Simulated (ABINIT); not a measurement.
# ZnSe (Stilleite) (F-43m) in ABINIT: single point with PBE

Aim: the single point of ZnSe (Stilleite) with PBE.

Program: ABINIT 10.8.3 (patched build). These are calculated values, not measurements. Logs are shortened: lines on timing, memory, paths and dates and some standing lists are left out, and cuts for length are marked. The log counts tension as positive stress, the text compression.

**Experimental background.**

From “Alloy Disordering Effects on the Thermal Conductivity and Energy Gap Temperature Dependence of Cd1−xZnxSe Ternary Crystals Grown by the Bridgman Method”, 2023, pmc:10253836, for a bulk crystal of ZnSe at 300 K: band gap 2.695 ± 0.003 eV (an exciton energy, a little under the gap).

The results are compared with them further down.

## 1. The structure

The structure is cubic, space group F-43m (No. 216). The conventional cell has a = 5.668 Å, b = 5.668 Å, c = 5.668 Å, α = 90.00°, β = 90.00°, γ = 90.00°. Se (site symmetry -43m) is surrounded by 4 Zn at 2.45 Å. Around Zn (site symmetry -43m) lie 4 Se at 2.45 Å.

## 2. Single point, PBE

Input file run.abi:

```
pp_dirpath "./"
pseudos "Se.upf, Zn.upf"

acell 7.5732633804 7.5732633804 7.5732633804
rprim
     0.0000000000     0.7071067812     0.7071067812
     0.7071067812     0.0000000000     0.7071067812
     0.7071067812     0.7071067812     0.0000000000
ntypat 2
znucl 34 30
natom 2
typat 1 2
xred
     0.7500000000     0.7500000000     0.7500000000
     0.0000000000     0.0000000000     0.0000000000

ecut 40.0

kptopt 1
ngkpt 6 6 6
nshiftk 1
shiftk 0.0 0.0 0.0

ixc 11

nband 22
occopt 3
tsmear 0.05 eV

nstep 100
tolvrs 1.0e-10

iomode 3
prtwf 0
prtden 0
prteig 0
prtebands 0
enunit 1
```

Potentials or basis: PseudoDojo NC SR PBE v0.4.1 standard.

Command:

```
mpirun --bind-to none -np 4 abinit run.abi > log 2>&1
```

run.abo:

```text
.Version 10.8.3 of ABINIT
 Symmetries : space group F-4 3 m (#216); Bravais cF (face-center cubic)
================================================================================
 Values of the parameters that define the memory need of the present run
     intxc =       0    ionmov =       0      iscf =       7    lmnmax =       6
     lnmax =       6     mgfft =      45  mpssoang =       3    mqgrid =    3001
     natom =       2  nloc_mem =       1    nspden =       1   nspinor =       1
    nsppol =       1      nsym =      24    n1xccc =    2501    ntypat =       2
    occopt =       3   xclevel =       2
       mpw =        3730          nfft =       91125          nkpt =          16
================================================================================
================================================================================

--------------------------------------------------------------------------------
------------- Echo of variables that govern the present computation ------------
--------------------------------------------------------------------------------
 -outvars: echo values of preprocessed input variables --------
            acell      7.5732633804E+00  7.5732633804E+00  7.5732633804E+00 Bohr
              amu      7.89600000E+01  6.53900000E+01
             ecut      4.00000000E+01 Hartree
           enunit           1
              ixc          11
         kptrlatt        6    0    0      0    6    0      0    0    6
          kptrlen      4.54395803E+01
            natom           2
            nband          22
            ngfft          45      45      45
             nkpt          16
            nstep         100
             nsym          24
           ntypat           2
           occopt           3
           prtden           0
        prtebands           0
           prteig           0
            prtwf           0
            rprim      0.0000000000E+00  7.0710678120E-01  7.0710678120E-01
                       7.0710678120E-01  0.0000000000E+00  7.0710678120E-01
                       7.0710678120E-01  7.0710678120E-01  0.0000000000E+00
          spgroup         216
           tolvrs      1.00000000E-10
           tsmear      1.83746611E-03 Hartree
            typat      1  2
           xangst      4.2506999972E+00  4.2506999972E+00  4.2506999972E+00
                       0.0000000000E+00  0.0000000000E+00  0.0000000000E+00
            xcart      8.0326588381E+00  8.0326588381E+00  8.0326588381E+00
                       0.0000000000E+00  0.0000000000E+00  0.0000000000E+00
             xred      7.5000000000E-01  7.5000000000E-01  7.5000000000E-01
                       0.0000000000E+00  0.0000000000E+00  0.0000000000E+00
            znucl       34.00000   30.00000

================================================================================

 chkinp: Checking input parameters for consistency.

================================================================================
== DATASET  1 ==================================================================

--- !DatasetInfo
iteration_state: {dtset: 1, }
dimensions: {natom: 2, nkpt: 16, mband: 22, nsppol: 1, nspinor: 1, nspden: 1, mpw: 3730, }
cutoff_energies: {ecut:  40.0, pawecutdg:  -1.0, }
electrons: {nelect:   3.60000000E+01, charge:   0.00000000E+00, occopt:   3.00000000E+00, tsmear:   1.83746611E-03, }
meta: {optdriver: 0, ionmov: 0, optcell: 0, iscf: 7, paral_kgb: 0, }
...

 Exchange-correlation functional for the present dataset will be:
  GGA: Perdew-Burke-Ernzerhof functional - ixc=11
  J.P.Perdew, K.Burke, M.Ernzerhof, PRL 77, 3865 (1996)

 Real(R)+Recip(G) space primitive vectors, cartesian coordinates (Bohr,Bohr^-1):
 R(1)=  0.0000000  5.3551059  5.3551059  G(1)= -0.0933688  0.0933688  0.0933688
 R(2)=  5.3551059  0.0000000  5.3551059  G(2)=  0.0933688 -0.0933688  0.0933688
 R(3)=  5.3551059  5.3551059  0.0000000  G(3)=  0.0933688  0.0933688 -0.0933688
 Unit cell volume ucvol=  3.0713845E+02 bohr^3
 Angles (23,13,12)=  6.00000000E+01  6.00000000E+01  6.00000000E+01 degrees

 getcut: wavevector=  0.0000  0.0000  0.0000  ngfft=  45  45  45
         ecut(hartree)=     40.000   => boxcut(ratio)=   2.04068

--- Pseudopotential description ------------------------------------------------
- pspini: atom type   1  psp file is ./Se.upf
12 -101130 2 -1 1214                          pspcod,pspxc,lmax,lloc,mmax
     nproj     2     2     2

- pspini: atom type   2  psp file is ./Zn.upf
12 -101130 2 -1 1326                          pspcod,pspxc,lmax,lloc,mmax
     nproj     2     2     2

   2.02373860E+03                                ecore*ucvol(ha*bohr**3)
--------------------------------------------------------------------------------

================================================================================

--- !BeginCycle
iteration_state: {dtset: 1, }
solver: {iscf: 7, nstep: 100, nline: 4, wfoptalg: 0, }
tolerances: {tolvrs: 1.00E-10, }
...

     iter   Etot(hartree)      deltaE(h)  residm     vres2
 ETOT  1  -326.55781725903    -3.266E+02 1.312E+00 9.181E+03
 ETOT  2  -328.12420165323    -1.566E+00 8.719E-02 1.577E+04
 ETOT  3  -330.00275618612    -1.879E+00 5.179E-02 2.429E+03
 ETOT  4  -330.20438398339    -2.016E-01 6.705E-03 9.552E+02
 ETOT  5  -330.29347888034    -8.909E-02 4.618E-03 2.684E+02
 ETOT  6  -330.32449497806    -3.102E-02 4.016E-03 4.268E+01
 ETOT  7  -330.32851447221    -4.019E-03 1.790E-03 1.242E+01
 ETOT  8  -330.33029001529    -1.776E-03 2.912E-03 5.044E-03
 ETOT  9  -330.33028726250     2.753E-06 1.553E-03 3.830E-02
 ETOT 10  -330.33029324105    -5.979E-06 9.579E-04 2.509E-05
 ETOT 11  -330.33029325260    -1.155E-08 7.966E-04 5.849E-06
 ETOT 12  -330.33029325450    -1.896E-09 2.385E-04 1.093E-06
 ETOT 13  -330.33029325474    -2.385E-10 2.974E-04 2.369E-08
 ETOT 14  -330.33029325475    -8.185E-12 8.802E-05 2.951E-09
 ETOT 15  -330.33029325474     8.072E-12 9.888E-05 1.374E-10
 ETOT 16  -330.33029325475    -7.105E-12 2.983E-05 8.390E-13

 At SCF step   16       vres2   =  8.39E-13 < tolvrs=  1.00E-10 =>converged.

 Cartesian components of stress tensor (hartree/bohr^3)
  sigma(1 1)= -6.58884022E-05  sigma(3 2)=  0.00000000E+00
  sigma(2 2)= -6.58884022E-05  sigma(3 1)=  0.00000000E+00
  sigma(3 3)= -6.58884022E-05  sigma(2 1)=  0.00000000E+00

--- !ResultsGS
iteration_state: {dtset: 1, }
comment   : Summary of ground state results
lattice_vectors:
- [  0.0000000,   5.3551059,   5.3551059, ]
- [  5.3551059,   0.0000000,   5.3551059, ]
- [  5.3551059,   5.3551059,   0.0000000, ]
lattice_lengths: [   7.57326,    7.57326,    7.57326, ]
lattice_angles: [ 60.000,  60.000,  60.000, ] # degrees, (23, 13, 12)
lattice_volume:   3.0713845E+02
convergence: {deltae: -7.105E-12, res2:  8.390E-13, residm:  2.983E-05, diffor: null, }
etotal    :  -3.30330293E+02
entropy   :   0.00000000E+00
fermie    :   1.49845185E-01
cartesian_stress_tensor: # hartree/bohr^3
- [ -6.58884022E-05,   0.00000000E+00,   0.00000000E+00, ]
- [  0.00000000E+00,  -6.58884022E-05,   0.00000000E+00, ]
- [  0.00000000E+00,   0.00000000E+00,  -6.58884022E-05, ]
pressure_GPa:   1.9385E+00
xred      :
- [  7.5000E-01,   7.5000E-01,   7.5000E-01, Se]
- [  0.0000E+00,   0.0000E+00,   0.0000E+00, Zn]
cartesian_forces: # hartree/bohr
- [ -0.00000000E+00,  -0.00000000E+00,  -0.00000000E+00, ]
- [ -0.00000000E+00,  -0.00000000E+00,  -0.00000000E+00, ]
force_length_stats: {min:   0.00000000E+00, max:   0.00000000E+00, mean:   0.00000000E+00, }
...

 Integrated electronic density in atomic spheres:
 ------------------------------------------------
 Atom  Sphere_radius  Integrated_density
    1        2.00000         13.25732248
    2        2.00000         18.12533853
================================================================================

 ----iterations are completed or convergence reached----

 Mean square residual over all n,k,spin=   92.951E-09; max=  29.827E-06
 reduced coordinates (array xred) for    2 atoms
       0.750000000000      0.750000000000      0.750000000000
       0.000000000000      0.000000000000      0.000000000000
 rms dE/dt=  0.0000E+00; max dE/dt=  0.0000E+00; dE/dt below (all hartree)
    1       0.000000000000      0.000000000000      0.000000000000
    2       0.000000000000      0.000000000000      0.000000000000

 cartesian coordinates (angstrom) at end:
    1      4.25069999721944     4.25069999721944     4.25069999721944
    2      0.00000000000000     0.00000000000000     0.00000000000000

 cartesian forces (hartree/bohr) at end:
    1     -0.00000000000000    -0.00000000000000    -0.00000000000000
    2     -0.00000000000000    -0.00000000000000    -0.00000000000000
 frms,max,avg= 0.0000000E+00 0.0000000E+00   0.000E+00  0.000E+00  0.000E+00 h/b

 cartesian forces (eV/Angstrom) at end:
    1     -0.00000000000000    -0.00000000000000    -0.00000000000000
    2     -0.00000000000000    -0.00000000000000    -0.00000000000000
 frms,max,avg= 0.0000000E+00 0.0000000E+00   0.000E+00  0.000E+00  0.000E+00 e/A
 length scales=  7.573263380400  7.573263380400  7.573263380400 bohr
              =  4.007598390355  4.007598390355  4.007598390355 angstroms
 Fermi (or HOMO) energy (eV) =   4.07750   Average Vxc (eV)=  -9.86168
 Eigenvalues (   eV  ) for nkpt=  16  k points:
 kpt#   1, nband= 22, wtk=  0.00463, kpt=  0.0000  0.0000  0.0000 (reduced coord)
-121.83824  -75.99771  -75.99771  -75.99771  -43.50896  -43.50896  -43.50896  -43.50409
 -43.50409   -9.85382   -3.13538   -3.13538   -3.13538   -2.76706   -2.76706    3.40505
   3.40505    3.40505    4.69322    9.21949    9.21949    9.21949
 prteigrs : prtvol=0 or 1, do not print more k-points.

--- !EnergyTerms
iteration_state     : {dtset: 1, }
comment             : Components of total free energy in Hartree
kinetic             :  1.70823278942186E+02
hartree             :  1.24976390530118E+02
xc                  : -4.67005889282949E+01
Ewald energy        : -1.64371564838446E+02
psp_core            :  6.58901095541084E+00
local_psp           : -3.20390267830014E+02
non_local_psp       : -1.01256552083573E+02
internal            : -3.30330293252613E+02
'-kT*entropy'       : -2.13314096004475E-09
total_energy        : -3.30330293254746E+02
total_energy_eV     : -8.98874519850307E+03
band_energy         : -4.32245566019725E+01
...

 Cartesian components of stress tensor (hartree/bohr^3)
  sigma(1 1)= -6.58884022E-05  sigma(3 2)=  0.00000000E+00
  sigma(2 2)= -6.58884022E-05  sigma(3 1)=  0.00000000E+00
  sigma(3 3)= -6.58884022E-05  sigma(2 1)=  0.00000000E+00

-Cartesian components of stress tensor (GPa)         [Pressure=  1.9385E+00 GPa]
- sigma(1 1)= -1.93850372E+00  sigma(3 2)=  0.00000000E+00
- sigma(2 2)= -1.93850372E+00  sigma(3 1)=  0.00000000E+00
- sigma(3 3)= -1.93850372E+00  sigma(2 1)=  0.00000000E+00

== END DATASET(S) ==============================================================
================================================================================

 -outvars: echo values of variables after computation  --------
            acell      7.5732633804E+00  7.5732633804E+00  7.5732633804E+00 Bohr
           etotal     -3.3033029325E+02
            fcart     -0.0000000000E+00 -0.0000000000E+00 -0.0000000000E+00
                      -0.0000000000E+00 -0.0000000000E+00 -0.0000000000E+00
            rprim      0.0000000000E+00  7.0710678120E-01  7.0710678120E-01
                       7.0710678120E-01  0.0000000000E+00  7.0710678120E-01
                       7.0710678120E-01  7.0710678120E-01  0.0000000000E+00
           strten     -6.5888402211E-05 -6.5888402211E-05 -6.5888402211E-05
                       0.0000000000E+00  0.0000000000E+00  0.0000000000E+00
           xangst      4.2506999972E+00  4.2506999972E+00  4.2506999972E+00
                       0.0000000000E+00  0.0000000000E+00  0.0000000000E+00
             xred      7.5000000000E-01  7.5000000000E-01  7.5000000000E-01
                       0.0000000000E+00  0.0000000000E+00  0.0000000000E+00
 Calculation completed.
```

Wall time 16 s (4 MPI ranks of Arm Neoverse V2, shared host); peak memory 0.32 GiB.

What came out:

```
Free energy                                           : -8988.7452 eV
Pressure                                              : 1.9 GPa
Band gap on the k mesh                                : 1.29 eV, direct
Valence electrons inside the program's atomic spheres : Se 13.26; Zn 18.13
```

## 3. Comparison with measurements

Step 2. A measured gap of ZnSe is 2.695 eV (an exciton energy, a little under the gap; 300 K; “Alloy Disordering Effects on the Thermal Conductivity and Energy Gap Temperature Dependence of Cd1−xZnxSe Ternary Crystals Grown by the Bridgman Method”, 2023, pmc:10253836); the calculated 1.29 eV misses it by -1.41 eV. So large a miss can be the level of theory's own, or it may mean another phase, state or a wrong row. Spin-orbit coupling on Se is left out. The value is that of PBE, without temperature or zero-point motion. Semilocal functionals fall short of measured gaps as a rule.
